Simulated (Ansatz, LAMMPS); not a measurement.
**A faulty run on aqueous Cs+ and F-, 4.0 mol of salt per kg of water on CaO(100) at 400 K (152 atoms)**

Program: Ansatz 0.2.0. The cell: 32 Ca, 60 O, 56 H, 2 Cs and 2 F.

input.yaml

```yaml
crystal:
  lattice:
    - [9.62, 0.0, 0.0]
    - [0.0, 9.62, 0.0]
    - [0.0, 0.0, 19.64697]
  atoms:
    - { symbol: Ca, position: [0.0, 0.0, 0.0] }
    - { symbol: O, position: [0.25, 0.0, 0.0] }
    - { symbol: Ca, position: [0.0, 0.25, 0.12241] }
    - { symbol: O, position: [0.25, 0.25, 0.12241] }
    - { symbol: Ca, position: [0.25, 0.0, 0.12241] }
    - { symbol: O, position: [0.0, 0.0, 0.12241] }
    - { symbol: Ca, position: [0.25, 0.25, 0.0] }
    - { symbol: O, position: [0.0, 0.25, 0.0] }
    - { symbol: Ca, position: [0.0, 0.0, 0.24482] }
    - { symbol: O, position: [0.25, 0.0, 0.24482] }
    - { symbol: Ca, position: [0.0, 0.25, 0.36723] }
    - { symbol: O, position: [0.25, 0.25, 0.36723] }
    - { symbol: Ca, position: [0.25, 0.0, 0.36723] }
    - { symbol: O, position: [0.0, 0.0, 0.36723] }
    - { symbol: Ca, position: [0.25, 0.25, 0.24482] }
    - { symbol: O, position: [0.0, 0.25, 0.24482] }
    - { symbol: Ca, position: [0.0, 0.5, 0.0] }
    - { symbol: O, position: [0.25, 0.5, 0.0] }
    [... 128 atom lines left out ...]
    - { symbol: H, position: [0.99345, 0.95476, 0.7274] }
    - { symbol: H, position: [0.99352, 0.03113, 0.80163] }
    - { symbol: Cs, position: [0.70039, 0.24156, 0.54758] }
    - { symbol: Cs, position: [0.41201, 0.75464, 0.62963] }
    - { symbol: F, position: [0.21886, 0.51855, 0.52555] }
    - { symbol: F, position: [0.99784, 0.89815, 0.59021] }
kpoints:
  mp_grid: { grid: [1, 1, 1] }
hamiltonian:
  xc: pbe
  dispersion: d3bj
scf:
  occupations: { method: fixed }
  eigensolver: { kind: { support_functions: { accuracy: medium, radius: 3.01 } } }
  mixing: { beta: 0.4 }
  max_iter: 150
output:
  forces: true
  eigenvalues: true
```

Started as:

```bash
$ ansatz run input.yaml --threads 8 --pin off --max-ram 15872MiB --backend cpu --events-out ev --progress --plain --runs-dir out
```

The log of the run:

```text
Warning: scf.eigensolver.kind.support_functions: disabling space-group detection — the functions' gradient is summed over unrotated k-points, so no spatial operation reduces the k-mesh or symmetrises the density; time reversal is kept, so that k and −k are solved as one point where they differ and the mesh holds both, and exact exchange and, on two spinor components, a DFT+U term hold to it where the run has them: [...]
Warning: basis.ecutwfc = 631 eV, auto-derived: no grid that the accuracy of the support functions lays serves the files at the lower one that their records recommend; a deck with other species or settings can derive another value
settings of this run that can trade accuracy for cost: scf.eigensolver.kind.support_functions [...]
Engine: ansatz 0.2.0, aarch64-unknown-linux-gnu
Pseudopotentials: kind: paw
Pseudopotential: Ca, paw, valence charge 10, recommended cutoff 420 eV (normal), Ca.paw.azcp
Pseudopotential: O, paw, valence charge 6, recommended cutoff 420 eV (normal), O.paw.azcp
Pseudopotential: H, paw, valence charge 1, recommended cutoff 420 eV (normal), H.paw.azcp
Pseudopotential: Cs, paw, valence charge 9, recommended cutoff 420 eV (normal), Cs.paw.azcp
Pseudopotential: F, paw, valence charge 7, recommended cutoff 420 eV (normal), F.paw.azcp
[... 5 lines on functional and potentials left out ...]
Error: SCF: the radius of support functions is under 3.37 Å, the least for these sites at the functions' level (scf.eigensolver.kind.support_functions.accuracy). Use scf.eigensolver.kind: auto, or type scf.eigensolver.kind.support_functions.radius at least as long, [...]
```

Wall time 4.5 s (8 threads of Arm Neoverse V1, shared host); peak memory 0.59 GiB; 21 s of CPU time.

Q: Name the fault and the fix.

A radius under the least that the level allows: support_functions.radius = 3.01.

The fix is to use a longer radius.

The run ended with an error.

[Logs are printed without paths, hosts, clocks, repeated set-up lines and the standing remarks that a program may print on its own settings, such as how far it seeks lower states.]

[Hosts, paths, dates, database ids (printed as entryN), source tags and the programs' standing remarks are cut or masked in the printed files.]
